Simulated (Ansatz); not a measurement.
## Nb under changes of volume

One of the cells (18.922 Å³/atom); the others are scaled copies at fixed shape and fractional positions:

```
Nb
1.0
     0.00000    2.11500    2.11500
     2.11500    0.00000    2.11500
     2.11500    2.11500    0.00000
Nb
1
Direct
  0.00000 0.00000 0.00000
```

This isn't the form of Nb at room conditions, which is bcc.

* Program: Ansatz 0.2.0
* Functional: PBE
* Potentials or basis: all-electron LAPW, scalar-relativistic
* Cutoff: 216 eV (chosen from the basis error)
* Basis error allowed: 0.0005 eV/atom
* k mesh: 11 × 11 × 11
* Occupations: fermi-dirac, width 0.05 eV
* Spin: no spin polarisation

```csv
volume (Å³/atom),energy over the lowest point (meV/atom),pressure (GPa)
17.786,24.43,9.2
18.165,7.62,5.1
18.543,0.00,1.5
18.922,0.70,-1.8
19.300,?,?
19.679,23.91,-7.5
20.057,44.96,-10.0
```

Task: What does the run at 19.300 Å³/atom give?

Result: Energy over the lowest point 8.93 meV/atom; pressure -4.8 GPa.

Worked out: A Birch-Murnaghan fit of order 3 (a polynomial in V^(-2/3)) to the other rows has its minimum at 18.70 Å³/atom with B0 = V·E''(V) = 166 GPa and B' = 4.0. It gives 8.90 meV/atom at 19.300 Å³/atom, against the run's 8.93, and -dE/dV = -5.0 GPa, against -4.8.

Energies are extrapolated to zero smearing.

The runs don't all hold the same shells in valence.
